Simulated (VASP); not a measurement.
Input of a VASP 6.6.1 run:

File POSCAR:

```
NaCl
1.0
    0.0000000000      2.7940632177      2.7940632177
    2.7940632177      0.0000000000      2.7940632177
    2.7940632177      2.7940632177      0.0000000000
Cl Na
1 1
Direct
    0.5000000000      0.5000000000      0.5000000000
    0.0000000000      0.0000000000      0.0000000000
```

INCAR.step1

```
ALGO = Normal ; EDIFF = 1E-6
ENCUT = 520 ; GGA = PS
ISIF = 2 ; ISMEAR = 0
LASPH = True ; LCHARG = True
LREAL = False ; LWAVE = False
NBANDS = 14 ; NELM = 80
PREC = Accurate ; SIGMA = 0.02
```

File KPOINTS.step1:

```
k-points
0
Gamma
  8 8 8
```

INCAR.step2

```
ALGO = Normal ; EDIFF = 1E-6
ENCUT = 520 ; GGA = PS
ICHARG = 11 ; ISIF = 2
ISMEAR = 0 ; LASPH = True
LCHARG = False ; LREAL = False
LWAVE = False ; NBANDS = 14
NELM = 80 ; PREC = Accurate
SIGMA = 0.05
```

The input KPOINTS.step2:

```
path GXWKGLUWLK,UX
20
line-mode
reciprocal
 0.0000000000  0.0000000000  0.0000000000  G
 0.5000000000  0.0000000000  0.5000000000  X

 0.5000000000  0.0000000000  0.5000000000  X
 0.5000000000  0.2500000000  0.7500000000  W

 0.5000000000  0.2500000000  0.7500000000  W
 0.3750000000  0.3750000000  0.7500000000  K

 0.3750000000  0.3750000000  0.7500000000  K
 0.0000000000  0.0000000000  0.0000000000  G

 0.0000000000  0.0000000000  0.0000000000  G
 0.5000000000  0.5000000000  0.5000000000  L

 0.5000000000  0.5000000000  0.5000000000  L
 0.6250000000  0.2500000000  0.6250000000  U

 0.6250000000  0.2500000000  0.6250000000  U
 0.5000000000  0.2500000000  0.7500000000  W

 0.5000000000  0.2500000000  0.7500000000  W
 0.5000000000  0.5000000000  0.5000000000  L

 0.5000000000  0.5000000000  0.5000000000  L
 0.3750000000  0.3750000000  0.7500000000  K

 0.6250000000  0.2500000000  0.6250000000  U
 0.5000000000  0.0000000000  0.5000000000  X
```

Potentials or basis: VASP PAW PBE potentials, release 64 (Cl, Na_pv).

The run is started by

```sh
$ cat potpaw_PBE.64/Cl/POTCAR potpaw_PBE.64/Na_pv/POTCAR > POTCAR
$ cp INCAR.step1 INCAR
$ cp KPOINTS.step1 KPOINTS
$ mpirun -np 1 vasp_std > vasp.out
$ cp INCAR.step2 INCAR
$ cp KPOINTS.step2 KPOINTS
$ mpirun -np 1 vasp_std > vasp.out
```

Q: Predict the band gap along the path.

A: 5.03 eV, direct.

Q: Estimate the band gap on the k mesh.

A: 5.03 eV, direct.

Levels at the corners of the path, in eV from the valence-band top:
```tsv
point	band 3	band 4	band 5	band 6	band 7	band 8	band 9	band 10	band 11	band 12
Γ	-20.60	-12.71	0.00	0.00	0.00	5.03	11.02	11.02	11.02	13.28
X	-20.61	-12.28	-1.78	-0.64	-0.64	7.51	7.86	11.32	14.86	14.86
X	-20.61	-12.28	-1.78	-0.64	-0.64	7.51	7.86	11.32	14.86	14.86
W	-20.61	-12.26	-1.27	-1.27	-0.81	8.86	9.60	9.60	11.36	15.78
W	-20.61	-12.26	-1.27	-1.27	-0.81	8.86	9.60	9.60	11.36	15.78
K	-20.61	-12.27	-1.51	-1.20	-0.53	8.15	8.99	10.52	12.82	13.60
K	-20.61	-12.27	-1.51	-1.20	-0.53	8.15	8.99	10.52	12.82	13.60
Γ	-20.60	-12.71	0.00	0.00	0.00	5.03	11.02	11.02	11.02	13.28
Γ	-20.60	-12.71	0.00	0.00	0.00	5.03	11.02	11.02	11.02	13.28
L	-20.60	-12.33	-2.06	-0.29	-0.29	7.12	10.72	10.93	10.93	15.01
L	-20.60	-12.33	-2.06	-0.29	-0.29	7.12	10.72	10.93	10.93	15.01
U	-20.61	-12.27	-1.51	-1.20	-0.53	8.15	8.99	10.52	12.82	13.60
U	-20.61	-12.27	-1.51	-1.20	-0.53	8.15	8.99	10.52	12.82	13.60
W	-20.61	-12.26	-1.27	-1.27	-0.81	8.86	9.60	9.60	11.36	15.78
W	-20.61	-12.26	-1.27	-1.27	-0.81	8.86	9.60	9.60	11.36	15.78
L	-20.60	-12.33	-2.06	-0.29	-0.29	7.12	10.72	10.93	10.93	15.01
L	-20.60	-12.33	-2.06	-0.29	-0.29	7.12	10.72	10.93	10.93	15.01
K	-20.61	-12.27	-1.51	-1.20	-0.53	8.15	8.99	10.52	12.82	13.60
U	-20.61	-12.27	-1.51	-1.20	-0.53	8.15	8.99	10.52	12.82	13.60
X	-20.61	-12.28	-1.78	-0.64	-0.64	7.51	7.86	11.32	14.86	14.86
```

Caveat: the log is that of the step along the path at fixed density, whose energy, stress, charges and moments have no meaning.
